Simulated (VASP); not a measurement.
**GaSb: relaxation of cell and atoms with PBE**

GaSb:

```
CELL_PARAMETERS angstrom
0.00000 3.10843 3.10843
3.10843 0.00000 3.10843
3.10843 3.10843 0.00000
ATOMIC_POSITIONS crystal
Ga 0.00000 0.00000 0.00000
Sb 0.25000 0.25000 0.25000
```

```json
{"Program": "VASP 6.6.1", "Task": "relaxation of cell and atoms", "Functional": "PBE", "Potentials or basis": "VASP PAW PBE potentials, release 64 (Ga_d, Sb)", "Cutoff": "600 eV", "k mesh": "10 × 10 × 10", "Occupations": "gaussian, width 0.03 eV", "Spin": "no spin polarisation", "Further INCAR settings": "ALGO = Normal; EDIFF = 1e-07; IBRION = 2; EDIFFG = -0.005; NSW = 90; ISIF = 3"}
```

```
Pressure after relaxing : 0.0 GPa
Band gap on the k mesh  : none (metal or under the smearing width)
```

Final structure:
```yaml
crystal:
  lattice:
    - [0.00000, 3.10843, 3.10843]
    - [3.10843, 0.00000, 3.10843]
    - [3.10843, 3.10843, 0.00000]
  atoms:
    - { symbol: Ga, position: [0.00000, 0.00000, 0.00000] }
    - { symbol: Sb, position: [0.25000, 0.25000, 0.25000] }
```

Levels at points of the mesh, in eV from the Fermi level:
```
           k point  band 6  band 7  band 8  band 9  band 10  band 11  band 12  band 13
(0.00, 0.00, 0.00)  -11.16   -0.31   -0.01   -0.01    -0.01     2.78     2.78     2.78
(0.50, 0.00, 0.00)   -9.66   -6.15   -1.09   -1.09     0.30     3.74     3.74     6.48
(0.50, 0.50, 0.00)   -8.90   -6.61   -2.42   -2.42     0.94     1.33     8.36     8.36
```

Run time: 28 s on 1 thread of AMD EPYC 9R45 (Zen 5) (shared host), peak memory 0.2 GiB.

Caveat: the relaxation stopped at its first step, so nothing moved; this crystal is a semiconductor, whose small gap the functional closes, so the metal is an error of the method. The run has no spin-orbit coupling, so splittings on Sb are missing.
